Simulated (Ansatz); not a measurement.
# TaC35 (Graphite 2H): the cost of one run

Program: Ansatz 0.2.0. Level of theory: DFT, PBE, plane-wave PAW, default files, scalar-relativistic, as far as a step names no other. These are calculated values, not measurements.

The COD entry's cell or inner coordinates are ideal or old and differ from later refinements, so a difference from it is no clean test against experiment.

## Step 1: The starting structure

The structure is trigonal, space group P3m1 (No. 156). The conventional cell has a = 7.410 Å, b = 7.410 Å, c = 6.790 Å, α = 90.00°, β = 90.00°, γ = 120.00°. Ta (site symmetry 3m) is surrounded by 3 C at 1.43 Å. C (site symmetry 1) is surrounded by 3 C at 1.43 Å. C (site symmetry 3m) has 3 C at 1.43 Å as nearest neighbours. Only part of the 14 independent sites is listed.

Structure file:

```xyz
36
Lattice="7.4100 0.0000 0.0000 -3.7050 6.4172 0.0000 0.0000 0.0000 6.7900" Properties=species:S:1:pos:R:3 pbc="T T T"
Ta    0.0000    0.0000    0.0000
C    -1.2350    2.1391    0.0000
C    -2.4700    4.2782    0.0000
C     2.4700    0.0000    0.0000
C     1.2350    2.1391    0.0000
C     0.0000    4.2782    0.0000
C     4.9400    0.0000    0.0000
C     3.7050    2.1391    0.0000
C     2.4700    4.2782    0.0000
C     0.0000    0.0000    3.3950
C    -1.2350    2.1391    3.3950
C    -2.4700    4.2782    3.3950
C     2.4700    0.0000    3.3950
C     1.2350    2.1391    3.3950
C     0.0000    4.2782    3.3950
C     4.9400    0.0000    3.3950
C     3.7050    2.1391    3.3950
C     2.4700    4.2782    3.3950
C     0.0000    1.4261    0.0340
C    -1.2350    3.5651    0.0340
C    -2.4700    5.7042    0.0340
C     2.4700    1.4261    0.0340
C     1.2350    3.5651    0.0340
C     0.0000    5.7042    0.0340
C     4.9400    1.4261    0.0340
C     3.7050    3.5651    0.0340
C     2.4700    5.7042    0.0340
C     1.2350    0.7130    3.4289
C     0.0000    2.8521    3.4289
C    -1.2350    4.9912    3.4289
C     3.7050    0.7130    3.4289
C     2.4700    2.8521    3.4289
C     1.2350    4.9912    3.4289
C     6.1750    0.7130    3.4289
C     4.9400    2.8521    3.4289
C     3.7050    4.9912    3.4289
```

Atom 1 of the input is the impurity.

## Step 2: Gradients at the starting positions

input.yaml reads:

```yaml
crystal:
  lattice:
    - [7.41, 0.0, 0.0]
    - [-3.705, 6.4172482419, 0.0]
    - [0.0, 0.0, 6.79]
  atoms:
    - { symbol: Ta, position: [0.0, 0.0, 0.0] }
    - { symbol: C, position: [0.0, 0.3333333333, 0.0] }
    - { symbol: C, position: [0.0, 0.6666666667, 0.0] }
    - { symbol: C, position: [0.3333333333, 0.0, 0.0] }
    - { symbol: C, position: [0.3333333333, 0.3333333333, 0.0] }
    - { symbol: C, position: [0.3333333333, 0.6666666667, 0.0] }
    - { symbol: C, position: [0.6666666667, 0.0, 0.0] }
    - { symbol: C, position: [0.6666666667, 0.3333333333, 0.0] }
    - { symbol: C, position: [0.6666666667, 0.6666666667, 0.0] }
    - { symbol: C, position: [0.0, 0.0, 0.5] }
    - { symbol: C, position: [0.0, 0.3333333333, 0.5] }
    - { symbol: C, position: [0.0, 0.6666666667, 0.5] }
    - { symbol: C, position: [0.3333333333, 0.0, 0.5] }
    - { symbol: C, position: [0.3333333333, 0.3333333333, 0.5] }
    - { symbol: C, position: [0.3333333333, 0.6666666667, 0.5] }
    - { symbol: C, position: [0.6666666667, 0.0, 0.5] }
    - { symbol: C, position: [0.6666666667, 0.3333333333, 0.5] }
    - { symbol: C, position: [0.6666666667, 0.6666666667, 0.5] }
    - { symbol: C, position: [0.1111111111, 0.2222222222, 0.005] }
    - { symbol: C, position: [0.1111111111, 0.5555555556, 0.005] }
    - { symbol: C, position: [0.1111111111, 0.8888888889, 0.005] }
    - { symbol: C, position: [0.4444444444, 0.2222222222, 0.005] }
    - { symbol: C, position: [0.4444444444, 0.5555555556, 0.005] }
    - { symbol: C, position: [0.4444444444, 0.8888888889, 0.005] }
    - { symbol: C, position: [0.7777777778, 0.2222222222, 0.005] }
    - { symbol: C, position: [0.7777777778, 0.5555555556, 0.005] }
    - { symbol: C, position: [0.7777777778, 0.8888888889, 0.005] }
    - { symbol: C, position: [0.2222222222, 0.1111111111, 0.505] }
    - { symbol: C, position: [0.2222222222, 0.4444444444, 0.505] }
    - { symbol: C, position: [0.2222222222, 0.7777777778, 0.505] }
    - { symbol: C, position: [0.5555555556, 0.1111111111, 0.505] }
    - { symbol: C, position: [0.5555555556, 0.4444444444, 0.505] }
    - { symbol: C, position: [0.5555555556, 0.7777777778, 0.505] }
    - { symbol: C, position: [0.8888888889, 0.1111111111, 0.505] }
    - { symbol: C, position: [0.8888888889, 0.4444444444, 0.505] }
    - { symbol: C, position: [0.8888888889, 0.7777777778, 0.505] }
total_charge: 1
kpoints:
  mp_grid: { grid: [3, 3, 3] }
scf:
  occupations: { method: fermi_dirac, width: 0.01 }
hamiltonian:
  xc: pbe
  pseudopotentials: { kind: paw }
output:
  forces: true
  stress: true
  populations: true
  efg: { quadrupole_moments_barn: { Ta: 3.17 }, contact_densities: true }
```

The run is started by

```console
ansatz run input.yaml --threads 1 --pin off --max-ram 2560MiB --backend cpu --events-out ev --progress --plain --runs-dir out
```

Q: Estimate wall time and peak memory on 1 thread of an x86-64 CPU, shared host.

About 30 s, with a peak of 0.71 GiB.
